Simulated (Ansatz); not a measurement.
Crystal: Zr.

```
CELL_PARAMETERS angstrom
3.23200 0.00000 0.00000
-1.61600 2.79899 0.00000
0.00000 0.00000 5.14700
ATOMIC_POSITIONS crystal
Zr 0.66667 0.33333 0.75000
Zr 0.33333 0.66667 0.25000
```

* Program: Ansatz 0.2.0
* Task: relaxation of cell and atoms
* Functional: BLYP
* Potentials or basis: Ansatz PAW
* Cutoff: 420 eV (not typed: the program's choice for these potentials)
* k mesh: 9 × 9 × 5
* Occupations: fermi-dirac, width 0.05 eV
* Spin: no spin polarisation

At the start: volume 23.28 Å³/atom.

Q: How do energy, volume and symmetry change on relaxing?

A: It ends after 5 steps and the volume is 24.16 Å³/atom (+3.8 %); space group P6_3/mmc (No. 194, to 0.05 Å).

The path:
```
step  energy change (eV)  largest force (eV/Å)  volume (Å³)
   1              0.0000                0.0000        46.56
   2             -0.0197                0.0000        48.29
   3             -0.0197                0.0000        48.33
   4             -0.0197                0.0000        48.33
   5             -0.0200                0.0000        48.33
```

Final structure:
```
Zr
1.0
     3.26331    0.00000    0.00000
    -1.63166    2.82611    0.00000
     0.00000    0.00000    5.24044
Zr
2
Direct
  0.66667 0.33333 0.75000
  0.33333 0.66667 0.25000
```

Caveat: the plane-wave basis is chosen anew once the cell has moved, so the energies of steps on either side of that aren't comparable; the PAW data sets come from PBE, with cores solved anew for the run's functional, which leaves a small shift of forces and pressure.
